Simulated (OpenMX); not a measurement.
KMgF3:

```
CELL_PARAMETERS angstrom
3.98590 0.00000 0.00000
0.00000 3.98590 0.00000
0.00000 0.00000 3.98590
ATOMIC_POSITIONS crystal
K 0.50000 0.50000 0.50000
Mg 0.00000 0.00000 0.00000
F 0.00000 0.00000 0.50000
F 0.00000 0.50000 0.00000
F 0.50000 0.00000 0.00000
```

Base run:

- Program: OpenMX 3.8.5
- Functional: PBE
- Potentials or basis: OpenMX 2013 PBE set, K10.0-s3p2, Mg7.0-s3p2, F6.0-s2p2, grid cutoff 500 Ry
- k mesh: 7 × 7 × 7
- Occupations: fermi-dirac, width 0.05 eV
- Spin: no spin polarisation

Its results: band gap on the k mesh 7.37 eV, indirect (least direct gap 7.88 eV); pressure 7.1 GPa.

Question: The run is repeated on the same cell with these changes: potentials or basis from OpenMX 2013 PBE set, K10.0-s3p2, Mg7.0-s3p2, F6.0-s2p2, grid cutoff 500 Ry to OpenMX 2013 PBE set, K10.0-s3p2d1, Mg7.0-s3p2d1, F6.0-s2p2d1, grid cutoff 500 Ry. What comes out?

Answer: Band gap on the k mesh 7.49 eV, indirect (least direct gap 7.78 eV); pressure 5.1 GPa.

Caveats: the basis of atomic orbitals isn't converged, which shifts pressures, moduli and gaps.

A k mesh can miss the band edges.

Not every run made on this cell is shown here.
